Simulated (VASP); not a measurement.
# GaSb (F-43m) in VASP: further runs

The runs below take GaSb through relaxation of the atoms, with PBEsol.

Everything below comes from runs of VASP 6.6.1. Logs are shortened: lines on timing, memory, paths and dates and some standing lists are left out, and cuts for length are marked.

**What was measured.**

From a printed reference work, data compilation, for a bulk crystal of GaSb at 4.2 K: band gap 0.811 eV (direct).

How close the calculation comes is told below.

## 1. Starting point

Symmetry: F-43m, No. 216, cubic system. The conventional cell has a = 6.115 Å, b = 6.115 Å, c = 6.115 Å, α = 90.00°, β = 90.00°, γ = 90.00°. Around Ga (site symmetry -43m) lie 4 Sb at 2.65 Å. Sb (site symmetry -43m) has 4 Ga at 2.65 Å as nearest neighbours.

## 2. Relaxation of the atoms, PBEsol (a relaxed cell with its volume scaled by 0.94)

The input, INCAR:

```
PREC     = Accurate       # precision mode
ENCUT    = 600            # plane-wave cutoff, eV
EDIFF    = 1E-7           # SCF threshold, eV
ISMEAR   = 0              # smearing method
SIGMA    = 0.03           # smearing width, eV
LREAL    = F              # projectors in reciprocal space
LASPH    = T              # aspherical terms in the spheres
NELM     = 80             # most SCF steps
ALGO     = Normal         # electronic algorithm
ISIF     = 2              # what is computed and relaxed
LWAVE    = F              # write WAVECAR
LCHARG   = F              # write CHGCAR
GGA      = PS             # functional
IBRION   = 2              # ionic algorithm
NSW      = 40             # ionic steps
EDIFFG   = -0.01          # ionic threshold
```

The input, KPOINTS:

```
Automatic mesh
0
Gamma
  10 10 10
```

The input, POSCAR:

```
GaSb                                    
1.0
   -0.0000000000      2.9949843599      2.9949843599
    2.9949843599      0.0000000000      2.9949843599
    2.9949843599      2.9949843599      0.0000000000
  Ga              Sb            
     1     1
Direct
     1.0000000000000000    1.0000000000000000    1.0000000000000000
     0.2500000000000000    0.2500000000000000    0.2500000000000000
```

Potentials or basis: VASP PAW PBE potentials, release 64 (Ga_d, Sb).

Run with:

```bash
$ cat potpaw_PBE.64/Ga_d/POTCAR potpaw_PBE.64/Sb/POTCAR > POTCAR
$ mpirun -np 1 vasp_std > vasp.out
```

OUTCAR:

```text
PREC = Accurate
   ENCUT = 600
   EDIFF = 1E-7
   ISMEAR = 0
   LREAL = F
   LASPH = T
   NELM = 80
   ISIF = 2
   GGA = PS
   IBRION = 2
   NSW = 40
   EDIFFG = -0.01

 ion  position               nearest neighbor table
   1  0.000  0.000  0.000-   2 2.59   2 2.59   2 2.59   2 2.59
   2  0.250  0.250  0.250-   1 2.59   1 2.59   1 2.59   1 2.59

  LATTYP: Found a face centered cubic cell.
 ALAT       =     5.9899687198

  Lattice vectors:

 A1 = (   0.0000000000,   2.9949843599,   2.9949843599)
 A2 = (   2.9949843599,   0.0000000000,   2.9949843599)
 A3 = (   2.9949843599,   2.9949843599,   0.0000000000)

Analysis of symmetry for initial positions (statically):
=====================================================================
 Subroutine PRICEL returns:
 Original cell was already a primitive cell.

 Routine SETGRP: Setting up the symmetry group for a
 face centered cubic supercell.

 Subroutine GETGRP returns: Found 24 space group operations
 (whereof 24 operations were pure point group operations)
 out of a pool of 48 trial point group operations.

The static configuration has the point symmetry T_d .

Analysis of symmetry for dynamics (positions and initial velocities):
=====================================================================
 Subroutine PRICEL returns:
 Original cell was already a primitive cell.

 Routine SETGRP: Setting up the symmetry group for a
 face centered cubic supercell.

 Subroutine GETGRP returns: Found 24 space group operations
 (whereof 24 operations were pure point group operations)
 out of a pool of 48 trial point group operations.

The dynamic configuration has the point symmetry T_d .

 Subroutine INISYM returns: Found 24 space group operations
 (whereof 24 operations are pure point group operations),
 and found     1 'primitive' translations

----------------------------------------------------------------------------------------

                                     Primitive cell

  volume of cell :      53.7296

  direct lattice vectors                    reciprocal lattice vectors
     0.000000000  2.994984360  2.994984360    -0.166945780  0.166945780  0.166945780
     2.994984360  0.000000000  2.994984360     0.166945780 -0.166945780  0.166945780
     2.994984360  2.994984360  0.000000000     0.166945780  0.166945780 -0.166945780

  length of vectors
     4.235547501  4.235547501  4.235547501     0.289158573  0.289158573  0.289158573

  position of ions in fractional coordinates (direct lattice)
     0.000000000  0.000000000  0.000000000
     0.250000000  0.250000000  0.250000000

  ion indices of the primitive-cell ions
   primitive index   ion index
                 1           1
                 2           2

----------------------------------------------------------------------------------------

 KPOINTS: Automatic mesh

Automatic generation of k-mesh.
 Grid dimensions read from file:
 generate k-points for:   10   10   10

 Generating k-lattice:

  Cartesian coordinates                     Fractional coordinates (reciprocal lattice)
    -0.016694578  0.016694578  0.016694578     0.100000000  0.000000000  0.000000000
     0.016694578 -0.016694578  0.016694578     0.000000000  0.100000000  0.000000000
     0.016694578  0.016694578 -0.016694578     0.000000000  0.000000000  0.100000000

  Length of vectors
     0.028915857  0.028915857  0.028915857

  Shift w.r.t. Gamma in fractional coordinates (k-lattice)
     0.000000000  0.000000000  0.000000000

 Subroutine IBZKPT returns following result:
 ===========================================

 Found     47 irreducible k-points:

 Following reciprocal coordinates:
            Coordinates               Weight
  0.000000  0.000000  0.000000      1.000000
  0.100000  0.000000  0.000000      8.000000
  0.200000  0.000000  0.000000      8.000000
  0.300000  0.000000  0.000000      8.000000
  0.400000  0.000000  0.000000      8.000000
  0.500000  0.000000  0.000000      4.000000
[... 16 lines left out ...]
  0.300000  0.300000  0.000000      6.000000
  0.400000  0.300000  0.000000     24.000000
 [... further k-points ...]
   k-points           NKPTS =     47   k-points in BZ     NKDIM =     47   number of bands    NBANDS=     13
   number of dos      NEDOS =    301   number of ions     NIONS =      2
   total plane-waves  NPLWV =  46656
   dimension x,y,z NGX =    36 NGY =   36 NGZ =   36
   dimension x,y,z NGXF=    72 NGYF=   72 NGZF=   72
   ions per type =               1   1
   NGX,Y,Z   is equivalent  to a cutoff of  14.13, 14.13, 14.13 a.u.
   NGXF,Y,Z  is equivalent  to a cutoff of  28.26, 28.26, 28.26 a.u.
 SYSTEM =  unknown system
   PREC   = accura    normal or accurate (medium, high low for compatibility)
   ISTART =      0    job   : 0-new  1-cont  2-samecut
   ICHARG =      2    charge: 1-file 2-atom 10-const
   ISPIN  =      1    spin polarized calculation?
   LNONCOLLINEAR =      F non collinear calculations
   LSORBIT =      F    spin-orbit coupling
   LASPH  =      T    aspherical Exc in radial PAW
   ENCUT  =  600.0 eV  44.10 Ry    6.64 a.u.   8.46  8.46  8.46*2*pi/ulx,y,z
   NELM   =     80;   NELMIN=  2; NELMDL= -5     # of ELM steps
   EDIFF  = 0.1E-06   stopping-criterion for ELM
   LREAL  =      F    real-space projection
   EDIFFG = -.1E-01   stopping-criterion for IOM
   NSW    =     40    number of steps for IOM
   IBRION =      2    ionic relax: 0-MD 1-quasi-New 2-CG
   NFREE  =      1    steps in history (QN), initial steepest desc. (CG)
   ISIF   =      2    stress and relaxation
   ISYM   =      2    0-nonsym 1-usesym 2-fastsym
   POTIM  = 0.5000    time-step for ionic-motion
   TEBEG  =    0.0;   TEEND  =   0.0 temperature during run
   PSTRESS=    0.0 pullay stress
   NELECT =      18.0000    total number of electrons
   NUPDOWN=      -1.0000    fix difference up-down
   EMIN   =  10.00;   EMAX   =-10.00  energy-range for DOS
   EFERMI =   0.00;   METHOD = LEGACY
   ISMEAR =     0;   SIGMA  =   0.03  broadening in eV -4-tet -1-fermi 0-gaus
   EFERMI_NEDOS =   21; number of points for ismear=-14 and -15
   IALGO  =     38    algorithm
   IMIX   =      4    mixing-type and parameters
     AMIX     =   0.40;   BMIX     =  1.00
     AMIX_MAG =   1.60;   BMIX_MAG =  1.00
  volume/ion in A,a.u.               =      26.86       181.29
  Fermi-wavevector in a.u.,A,eV,Ry     =   1.137002  2.148622 17.589242  1.292773
  Thomas-Fermi vector in A             =   2.273707
   LORBIT       =      0    0 simple, 1 ext, 2 COOP (PROOUT), +10 PAW based schemes
   GGA     = PS    functional components
   LHFCALC =     F    Hartree Fock is set to
   AEXX    =    0.0000 exact exchange contribution
   IVDW    =     0    specifies the selected vdW correction
   LEPSILON=     F    determine dielectric tensor
   LRPA    =     F    only Hartree local field effects (RPA)
 conjugate gradient relaxation of ions
 non-spin polarized calculation
 Gauss-broadening in eV      SIGMA  =   0.03
  energy-cutoff  :      600.00
  volume of cell :       53.73
 maximum number of plane-waves:      1823
 NGX is ok and might be reduce to    36
   NGX = 17   NGY = 17   NGZ = 17

 number of electron      18.0000000 magnetization

 Free energy of the ion-electron system (eV)
  ---------------------------------------------------
  ext. energy  EPLUGINS =         0.00000000
  ---------------------------------------------------
  free energy    TOTEN  =        -8.11623469 eV

  energy without entropy =       -8.11623469  energy(sigma->0) =       -8.11623469

 E-fermi :   5.5551     XC(G=0):  -9.5453

 val. band max:        5.4013163378   @ k =   0.0000   0.0000   0.0000
 cond. band min:       5.8536919411   @ k =   0.0000   0.0000   0.0000
 fundamental gap:      0.4523756034
 Fermi energy:         5.5551296331

 k-point     1 :       0.0000    0.0000    0.0000
  band No.  band energies     occupation
      1      -9.7356      2.00000
      2      -9.7356      2.00000
      3      -9.7356      2.00000
      4      -9.6746      2.00000
      5      -9.6746      2.00000
      6      -6.5637      2.00000
      7       5.4013      2.00000
      8       5.4013      2.00000
      9       5.4013      2.00000
     10       5.8537      0.00000
     11       8.1374      0.00000
     12       8.1374      0.00000
     13       8.1374      0.00000

 k-point     2 :       0.1000    0.0000    0.0000
  band No.  band energies     occupation
      1      -9.7393      2.00000
      2      -9.7341      2.00000
      3      -9.7341      2.00000
      4      -9.6748      2.00000
      5      -9.6748      2.00000
      6      -6.4523      2.00000
      7       3.8624      2.00000
      8       5.2074      2.00000
      9       5.2074      2.00000
     10       6.6146      0.00000
     11       8.3969      0.00000
     12       8.3969      0.00000
     13       8.6154      0.00000

 k-point     3 :       0.2000    0.0000    0.0000
  band No.  band energies     occupation
      1      -9.7489      2.00000
      2      -9.7303      2.00000
      3      -9.7303      2.00000
      4      -9.6751      2.00000
      5      -9.6751      2.00000
      6      -6.1271      2.00000
      7       2.0701      2.00000
      8       4.8169      2.00000
      9       4.8169      2.00000
     10       6.4761      0.00000
     11       8.8801      0.00000
     12       8.8801      0.00000
     13      10.0180      0.00000
[... 305 lines left out ...]
 k-point    23 :       0.3000    0.3000    0.0000
  band No.  band energies     occupation
      1      -9.7756      2.00000
      2      -9.7153      2.00000
      3      -9.7153      2.00000
      4      -9.6845      2.00000
      5      -9.6714      2.00000
      6      -5.2788      2.00000
      7       0.4841      2.00000
      8       3.2194      2.00000
      9       3.2194      2.00000
     10       6.3088      0.00000
     11       7.7129      0.00000
     12      11.8862      0.00000
     13      11.8862      0.00000

 k-point    24 :       0.4000    0.3000    0.0000
  band No.  band energies     occupation
      1      -9.7822      2.00000
      2      -9.7122      2.00000
      3      -9.7114      2.00000
      4      -9.6859      2.00000
      5      -9.6711      2.00000
      6      -4.8066      2.00000
      7      -0.3629      2.00000
      8       2.6568      2.00000
      9       3.0056      2.00000
     10       6.5067      0.00000
     11       7.6055      0.00000
     12      11.8015      0.00000
     13      12.3158      0.00000

 [... further k-points ...]

------------------------ aborting loop because EDIFF is reached ----------------------------------------

  FORCE on cell =-STRESS in cart. coord.  units (eV):
  Direction    XX          YY          ZZ          XY          YZ          ZX
  --------------------------------------------------------------------------------------
  -------------------------------------------------------------------------------------
  Total        1.2330553      1.2330553      1.2330553      0.0000000      0.0000000      0.0000000
  in kB       36.7688010     36.7688010     36.7688010      0.0000000      0.0000000      0.0000000
  external PRESSURE =      36.7688010 kB  Pullay stress =       0.0000000 kB

 VOLUME and BASIS-vectors are now :
 -----------------------------------------------------------------------------
  energy-cutoff  :      600.00
  volume of cell :       53.73
      direct lattice vectors                 reciprocal lattice vectors
     0.000000000  2.994984360  2.994984360    -0.166945780  0.166945780  0.166945780
     2.994984360  0.000000000  2.994984360     0.166945780 -0.166945780  0.166945780
     2.994984360  2.994984360  0.000000000     0.166945780  0.166945780 -0.166945780

 POSITION                                       TOTAL-FORCE (eV/Angst)
 -----------------------------------------------------------------------------------
      0.00000      0.00000      0.00000        -0.000000     -0.000000     -0.000000
      1.49749      1.49749      1.49749         0.000000      0.000000      0.000000
 -----------------------------------------------------------------------------------
    total drift:                                0.000000      0.000000      0.000000

  FREE ENERGIE OF THE ION-ELECTRON SYSTEM (eV)
  ---------------------------------------------------
  free  energy   TOTEN  =        -8.1162346925 eV

  energy  without entropy=       -8.1162346925  energy(sigma->0) =       -8.11623469

 reached required accuracy - stopping structural energy minimisation
```

It took 19 s on 1 thread of AMD EPYC 9R45 (Zen 5), shared host; peak memory 0.2 GiB.

What came out:

```yaml
Free_energy: -8.1162 eV
Pressure_after_relaxing: 3.7 GPa
Band_gap_on_the_k_mesh: 0.45 eV, direct
```

Final structure:
```xyz
2
Lattice="0.0000 2.9950 2.9950 2.9950 0.0000 2.9950 2.9950 2.9950 0.0000" Properties=species:S:1:pos:R:3 pbc="T T T"
Ga    0.0000    0.0000    0.0000
Sb    1.4975    1.4975    1.4975
```

Levels at points of the mesh, in eV from the valence-band top:
```
           k point  band 6  band 7  band 8  band 9  band 10  band 11  band 12  band 13
(0.00, 0.00, 0.00)  -11.96    0.00    0.00    0.00     0.45     2.74     2.74     2.74
(0.50, 0.00, 0.00)  -10.16   -6.73   -1.26   -1.26     0.48     3.71     3.71     6.27
(0.50, 0.50, 0.00)   -9.24   -7.14   -2.82   -2.82     0.76     1.03     9.09     9.09
```

Caveat: the relaxation stopped at its first step, so nothing moved; the PAW data sets were made with another functional, which shifts forces and pressure a little; spin-orbit coupling is left out, which moves the levels of the heavy elements.

(Part 1 of 3 ends here.)
